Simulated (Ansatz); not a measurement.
CaF₂ (fluorite)

```
CELL_PARAMETERS angstrom
      0.00000     5.43914     5.43914
      2.71957     0.00000     2.71957
      2.71957     2.71957     0.00000
ATOMIC_POSITIONS crystal
  Ca 0.00000 0.00000 0.00000
  Ca 0.50000 0.00000 0.00000
  F  0.12500 0.25000 0.25000
  F  0.62500 0.25000 0.25000
  F  0.37500 0.75000 0.75000
  F  0.87500 0.75000 0.75000
```

A phonon eigenvector at L = (0.5, 0.0, 0.0) is frozen into this cell: atom i moves by Q times the vector below, so Q is the largest atomic displacement, in Å. The cell is held. (q is in reciprocal vectors of the primitive cell; the cell shown is doubled to hold the pattern.)

| atom | x | y | z |
|---|---|---|---|
| Ca1 | 0.577 | -0.577 | -0.577 |
| Ca2 | -0.577 | 0.577 | 0.577 |
| F3 | -0.514 | 0.514 | 0.514 |
| F4 | 0.514 | -0.514 | -0.514 |
| F5 | 0.514 | -0.514 | -0.514 |
| F6 | -0.514 | 0.514 | 0.514 |

Level of theory: r2SCAN (plane waves to 500 eV, PAW, scalar-relativistic; Ansatz, an electronic-structure program). k mesh 11×11×11 (Γ-centred), Fermi-Dirac smearing 0.05 eV. E stands for the smeared free energy. CaF2 was relaxed with its symmetry unable to fall. ΔE is measured from the undisplaced structure.

```json
[
 {"Q (Å)": "-0.1000", "ΔE (meV/cell)": "318"},
 {"Q (Å)": "-0.0833", "ΔE (meV/cell)": "221"},
 {"Q (Å)": "-0.0667", "ΔE (meV/cell)": "142"},
 {"Q (Å)": "-0.0500", "ΔE (meV/cell)": "withheld"},
 {"Q (Å)": "-0.0333", "ΔE (meV/cell)": "36"},
 {"Q (Å)": "-0.0167", "ΔE (meV/cell)": "9"},
 {"Q (Å)": "0.0000", "ΔE (meV/cell)": "0"},
 {"Q (Å)": "0.0167", "ΔE (meV/cell)": "9"},
 {"Q (Å)": "0.0333", "ΔE (meV/cell)": "36"},
 {"Q (Å)": "0.0500", "ΔE (meV/cell)": "withheld"},
 {"Q (Å)": "0.0667", "ΔE (meV/cell)": "142"},
 {"Q (Å)": "0.0833", "ΔE (meV/cell)": "221"},
 {"Q (Å)": "0.1000", "ΔE (meV/cell)": "318"}
]
```

Question: Fit an even polynomial form (powers 2, 4) to the given rows and predict ΔE at Q = -0.0500.

Answer: Least squares on the 11 given rows: ΔE = (32050)·Q² + (-25780)·Q⁴, in meV/cell with Q in Å; root-mean-square residual 0.2 meV/cell. At -0.0500 the fit gives 80 meV/cell; the calculation gives 80 meV/cell, the same to the digits shown. The quadratic term alone would give 80 meV/cell.

(A displaced cell: forces are minus the slopes of the energy, force constants its curvatures, and phonons follow from these.)
